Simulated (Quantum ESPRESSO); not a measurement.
Li2O under changes of volume

One of the cells (8.399 Å³/atom); the others are scaled copies at fixed shape and fractional positions:

```
O Li
1.0
     0.00000    2.32685    2.32685
     2.32685    0.00000    2.32685
     2.32685    2.32685    0.00000
O Li
1 2
Direct
  0.00000 0.00000 0.00000
  0.25000 0.25000 0.25000
  0.75000 0.75000 0.75000
```

The cell comes from a database or a generator and needn't be the stable form of this composition.

* Program: Quantum ESPRESSO 7.5
* Functional: rev-vdW-DF2
* Potentials or basis: PseudoDojo 0.4.1 SR PBE standard
* Cutoff: 1143 eV
* Density cutoff: 4572 eV
* k mesh: 10 × 10 × 10
* Occupations: fermi-dirac, width 0.05 eV
* Spin: no spin polarisation

| volume (Å³/atom) | energy over the lowest point (meV/atom) | pressure (GPa) | gap on the mesh (eV) |
| --- | --- | --- | --- |
| 7.895 | ? | ? | ? |
| 8.063 | 0.19 | 1.0 | 5.08 |
| 8.231 | 0.00 | -0.7 | 5.04 |
| 8.399 | 1.48 | -2.2 | 5.00 |
| 8.567 | 4.47 | -3.6 | 4.96 |
| 8.735 | 8.83 | -4.8 | 4.90 |
| 8.903 | 14.42 | -5.9 | 4.77 |

Task: What does the run at 7.895 Å³/atom give?

Result: Energy over the lowest point 2.22 meV/atom; pressure 2.9 GPa; gap on the mesh 5.12 eV.

Worked out: A Birch-Murnaghan fit of order 3 (a polynomial in V^(-2/3)) to the other rows has its minimum at 8.16 Å³/atom with B0 = V·E''(V) = 81 GPa and B' = 3.9. It gives 2.23 meV/atom at 7.895 Å³/atom, against the run's 2.22, and -dE/dV = 2.9 GPa, against 2.9. A parabola through the other rows of the gap, of slope 0.672 eV per unit of ln V there, extrapolates to 5.07 eV, against the run's 5.12.

Energies are extrapolated to zero smearing.

Caveats: the potentials were made for another functional, which shifts forces and pressure.

A mesh can miss the band edges.
